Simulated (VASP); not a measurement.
# ZnSe: relaxation of cell and atoms with PBE

ZnSe:

```
CELL_PARAMETERS angstrom
0.00000 2.83380 2.83380
2.83380 0.00000 2.83380
2.83380 2.83380 0.00000
ATOMIC_POSITIONS crystal
Zn 0.00000 0.00000 0.00000
Se 0.25000 0.25000 0.25000
```

```yaml
Program: VASP 6.6.1
Task: relaxation of cell and atoms
Functional: PBE
Potentials_or_basis: VASP PAW PBE potentials, release 64 (Zn, Se)
Cutoff: 520 eV
k_mesh: 10 × 10 × 10
Occupations: gaussian, width 1 eV
Spin: no spin polarisation
Further_INCAR_settings: ALGO = Fast; EDIFF = 1e-07; IBRION = 2; EDIFFG = -0.002; NSW = 80; ISIF = 3
```

| Quantity | Value |
| --- | --- |
| Relaxed volume | 23.68 Å³/atom |
| Relaxed cell | a = 4.061 Å, b = 4.061 Å, c = 4.061 Å, α = 60.00°, β = 60.00°, γ = 60.00° |
| Space group after relaxing (to 0.05 Å) | F-43m (No. 216) |
| Energy gained by relaxing | 6.7 meV/atom |
| Ionic steps | 5 |
| Pressure after relaxing | 0.0 GPa |
| Band gap on the k mesh | 1.13 eV, direct |

Step by step:
```tsv
step	energy change (eV)	largest force (eV/Å)	pressure (GPa)	volume (Å³)
1	0.0000	0.0000	2.46	45.51
2	-0.0125	0.0000	-0.57	47.86
3	-0.0135	0.0000	0.02	47.35
4	-0.0135	0.0000	-0.03	47.38
5	-0.0135	0.0000	0.01	47.35
```

Final structure:
```
Zn Se
1.0
     0.00000    2.87147    2.87147
     2.87147    0.00000    2.87147
     2.87147    2.87147    0.00000
Zn Se
1 1
Direct
  0.00000 0.00000 0.00000
  0.25000 0.25000 0.25000
```

Levels at points of the mesh, in eV from the valence-band top:
```tsv
k point	band 6	band 7	band 8	band 9	band 10	band 11	band 12	band 13
(0.00, 0.00, 0.00)	-6.07	0.00	0.00	0.00	1.13	5.81	5.81	5.81
(0.50, 0.00, 0.00)	-5.93	-4.98	-0.81	-0.81	2.48	6.39	6.39	8.46
(0.50, 0.50, 0.00)	-5.91	-4.58	-2.05	-2.05	3.07	3.46	10.46	10.98
```

Run time: 52 s on 1 thread of Intel(R) Xeon(R) 6975P-C (Granite Rapids), on a shared host, peak memory 0.18 GiB.

PBE usually gives volumes a little too large and moduli too small. Zero-point motion and thermal expansion aren't in these numbers.
